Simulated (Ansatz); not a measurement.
**AlRu: how the settings move a relaxation**

How sensitive is a relaxation of AlRu to its settings? A reference run comes first, then one run with altered input.

Program: Ansatz 0.2.0. Level of theory: reference: DFT, PBEsol, PAW with Ansatz's default frozen-core files, scalar-relativistic; relaxation of cell and atoms. These are calculated values, not measurements.

1 further run of the same task is left out (set aside as unsound or not needed).

**1. The structure to begin with**

The structure is cubic, space group Pm-3m (No. 221). The conventional cell has a = 2.992 Å, b = 2.992 Å, c = 2.992 Å, α = 90.00°, β = 90.00°, γ = 90.00°. Al (site symmetry m-3m) has 8 Ru at 2.59 Å as nearest neighbours. Ru (site symmetry m-3m) is surrounded by 8 Al at 2.59 Å.

As a file:

```
CELL_PARAMETERS angstrom
2.99160 0.00000 0.00000
0.00000 2.99160 0.00000
0.00000 0.00000 2.99160
ATOMIC_POSITIONS crystal
Al 0.00000 0.00000 0.00000
Ru 0.50000 0.50000 0.50000
```

**2. The reference run**

input.yaml

```yaml
crystal:
  lattice:
    - [2.9916, 0.0, 0.0]
    - [0.0, 2.9916, 0.0]
    - [0.0, 0.0, 2.9916]
  atoms:
    - { symbol: Al, position: [0.0, 0.0, 0.0] }
    - { symbol: Ru, position: [0.5, 0.5, 0.5] }
kpoints:
  mp_grid: { grid: [14, 14, 14] }
scf:
  occupations: { method: fermi_dirac, width: 0.1 }
hamiltonian:
  xc: pbesol
  pseudopotentials: { kind: paw }
relax:
  f_tol: 0.002
  max_steps: 80
  cell: {}
output:
  forces: true
  stress: true
```

The run is started by

```
$ ansatz run input.yaml --threads 1 --pin off --max-ram 2560MiB --backend cpu --events-out ev --progress --plain --runs-dir out
```

From the output:

```text
[...]
Basis set: ecut = 420 eV, 485 PW (Γ), exchange–correlation on 40×40×40 points (8 copies of the dense FFT grid, shifted against one another)
[...]
k-points: 120 of 2744
[...]
SCF iter   1: F=—  HF=-6342.330716 eV  |F-HF|=—  |Δ(HF+E_count)|=         —  Δρ=8.97e-3  dr2=2.40e-2  ethr=1.77e-3  ⟨swp⟩=5.0  Hψ=8904  notcnv=0
preconditioner: auto → none  [metal: Δε(μ)=0.022 eV  Ē_g=8.875 eV  σ=0.100 eV  W_gap=0.05  n_scr=6 (ndim 8)  ℏωp=23.8 eV  f_vac=0.000  D(μ)=1.69/eV (n_scr^D=18)  sad-step TF]
SCF iter   2: F=—  HF=-6342.327240 eV  |F-HF|=—  |Δ(HF+E_count)|=   3.48e-3  Δρ=5.05e-3  dr2=8.59e-3  ethr=1.26e-4  ⟨swp⟩=1.2  Hψ=2664  notcnv=0
[...]
relax step   1: F+E_penalty+E_count = -6342.32526369 eV  Δ(F+E_penalty+E_count) = +0.000e0 eV  max|allowed force component| = 3.245e-28 eV/Å  Δτ_max = 0.0000 Å  P = -3.076 GPa  Ω = 26.774 Å³  (6 SCF iters, dr2 threshold 1.00e-7 eV, accepted)
[...]
relax step   2: F+E_penalty+E_count = -6342.32891963 eV  Δ(F+E_penalty+E_count) = -3.656e-3 eV  max|allowed force component| = 4.158e-30 eV/Å  Δτ_max = 0.0000 Å  P = +0.822 GPa  Ω = 26.290 Å³  energy of the carried Pulay correction = +1.520e-4 eV  (6 SCF iters
[...]
relax step   3: F+E_penalty+E_count = -6342.32913857 eV  Δ(F+E_penalty+E_count) = -2.189e-4 eV  max|allowed force component| = 8.546e-30 eV/Å  Δτ_max = 0.0000 Å  P = -0.020 GPa  Ω = 26.390 Å³  energy of the carried Pulay correction = +1.202e-4 eV  (6 SCF iters
[...]
SCF iter   7: F=-6342.329029 eV  HF=-6342.329029 eV  |F-HF|=3.64e-12  |Δ(HF+E_count)|=  2.73e-12  Δρ=2.36e-9  dr2=8.52e-16  ethr=1.00e-12  ⟨swp⟩=1.0  Hψ=1680  notcnv=0
SCF iter   8: F=-6342.329029 eV  HF=-6342.329029 eV  |F-HF|=0.00e0  |Δ(HF+E_count)|=  1.82e-12  Δρ=5.12e-10  dr2=2.11e-17  ethr=1.00e-12  ⟨swp⟩=2.0  Hψ=4940  notcnv=0
[...]
relax step   4: F+E_penalty+E_count = -6342.32902902 eV  Δ(F+E_penalty+E_count) = +1.096e-4 eV  max|allowed force component| = 4.194e-29 eV/Å  Δτ_max = 0.0000 Å  P = -0.022 GPa  Ω = 26.390 Å³  stress off target by 2.24e-2 GPa  SCF on the basis re-selected at t
[...]
SCF converged after 8 iterations
Free energy (F): -6342.329029 eV
[...]
E sigma→0 (E₀):  -6342.302249 eV
[...]
Fermi energy:    16.286617 eV
[...]
  P = ⅓ Tr σ = -0.0224 GPa (-0.224 kbar)
--- Relaxed structure (3 steps of the walk, 3 accepted, 1 SCFs on fresh bases) ---
[...]
```

Wall time 6.6 s (1 thread of Arm Neoverse V2, shared host); peak memory 0.33 GiB.

**3. Changed: occupations.method methfessel_paxton, occupations.width 0.001**

input.yaml, as its differences from that of step 2:

```diff
@@ -11,3 +11,3 @@
 scf:
-  occupations: { method: fermi_dirac, width: 0.1 }
+  occupations: { method: methfessel_paxton, width: 0.001 }
 hamiltonian:
@@ -22 +22,5 @@
   stress: true
+  write_density: true
+  write_potential: true
+  elf: true
+  volumetric_format: npy
```

The run is started by

```
$ ansatz run input.yaml --threads 1 --pin off --max-ram 2560MiB --backend cpu --events-out ev --progress --plain --runs-dir out
```

The log of the run, cut to the lines that bear on the results:

```text
[...]
Pseudopotentials: kind: paw
Pseudopotential: Al, paw, valence charge 3, recommended cutoff 420 eV (normal), Al.paw.azcp
Pseudopotential: Ru, paw, valence charge 16, recommended cutoff 420 eV (normal), Ru.paw.azcp
Functional definition: PBEsol
[...]
Crystal: 2 atoms, lattice volume = 26.774 Å³
Basis set: ecut = 420 eV, 485 PW (Γ), exchange–correlation on 40×40×40 points (8 copies of the dense FFT grid, shifted against one another)
Bands: 14, of which v1, the nominal top of the filled ones, is band 10 counted from 1 (9 counted from 0)
Symmetry: 48 space group operations
Space group: Pm-3m (ITA 221), of the structure as read, at distance tolerance 3.0e-5 Å
k-points: 120 of 2744
[...]
SCF iter   1: F=—  HF=-6342.301990 eV  |F-HF|=—  |Δ(HF+E_count)|=         —  Δρ=9.34e-3  dr2=2.58e-2  ethr=1.77e-3  ⟨swp⟩=5.9  Hψ=8698  notcnv=0
[...]
relax step   1: F+E_penalty+E_count = -6342.29641486 eV  Δ(F+E_penalty+E_count) = +0.000e0 eV  max|allowed force component| = 6.271e-29 eV/Å  Δτ_max = 0.0000 Å  P = -3.319 GPa  Ω = 26.774 Å³  (6 SCF iters, dr2 threshold 1.00e-7 eV, accepted)
[...]
relax step   3: F+E_penalty+E_count = -6342.30090278 eV  Δ(F+E_penalty+E_count) = -2.663e-4 eV  max|allowed force component| = 4.273e-30 eV/Å  Δτ_max = 0.0000 Å  P = -0.024 GPa  Ω = 26.362 Å³  energy of the carried Pulay correction = +1.292e-4 eV  (4 SCF iters, dr2 threshold 2.00e-7 eV, accepted)
[...]
SCF converged after 4 iterations
Stability not checked: this state was not tested for a lower state beside it, because cold or Methfessel-Paxton smearing, or corrected tetrahedra, fill the levels in a way that the test cannot read (fill_not_monotonic; see scf.lower_state_search)
Free energy (F): -6342.300780 eV
[...]
E sigma→0 (E₀):  -6342.300779 eV
Entropy (-TS):   -0.000001 eV (-0.001 meV/atom)
Fermi energy:    16.278353 eV
[...]
--- Forces (eV/Å), atoms counted from 1 ---
  atom   1  Al    -0.00000000    -0.00000000    -0.00000000
  atom   2  Ru     0.00000000     0.00000000     0.00000000
[...]
--- Stress (GPa, compression-positive) ---
       -0.025823       0.000000       0.000000
        0.000000      -0.025823       0.000000
        0.000000       0.000000      -0.025823
  P = ⅓ Tr σ = -0.0258 GPa (-0.258 kbar)
--- Band table (eV; the first three rows and the last of 120) ---
  k-point 0: bands = ["-55.4344", "-25.4042", "-25.4042", "-25.4042", "6.5318", "12.6199", "12.6199", "16.4884", "16.4884", "16.4884", "22.4343", "22.4343", "22.4343", "27.3409"]
[...]
--- Relaxed structure (3 steps of the walk, 3 accepted, 1 SCFs on fresh bases) ---
  F+E_penalty+E_count = -6342.30077956 eV   max|allowed force component| = 6.319e-30 eV/Å   (the final SCF, on the basis selected at the relaxed cell)
  cell:  # Å, volume = 26.3617 Å³
    - [2.9761687440373574, -1.2839532962581574e-34, -1.925929944387236e-34]
    - [1.283953296258157e-34, 2.9761687440373574, 3.209883240645393e-35]
    - [-3.209883240645393e-34, 3.209883240645393e-35, 2.9761687440373574]
  atoms:
    - { symbol: Al, position: [-1.8240411515901749e-34, 1.3948549982748108e-34, -3.659461242324386e-48] }
    - { symbol: Ru, position: [0.5, 0.5, 0.5] }
```

Wall time 7 s (1 thread of Arm Neoverse V2, shared host); peak memory 0.33 GiB.

Changing the smearing moves the energy by +0.7 meV/atom (σ→0 values).

**4. Comparison**

| run | ending | energy change | pressure (GPa) | gap (eV) | force (eV/Å) | cycles | time |
| --- | --- | --- | --- | --- | --- | --- | --- |
| reference | converged | 0 | 0.0 | 0.00 | 0.00 | 26 | 6.6 s |
| 1: occupations.method methfessel_paxton, occupations.width 0.001 | converged | +0.7 meV/atom (σ→0) | 0.0 | 0.00 | 0.00 | 18 | 7 s |

Times don't compare one to one where runs were asked for different outputs or read a saved state (see the inputs); cycles may leave out searches for a lower state.

**Reading.** Changing the smearing moves the energy by +0.7 meV/atom (σ→0 values).
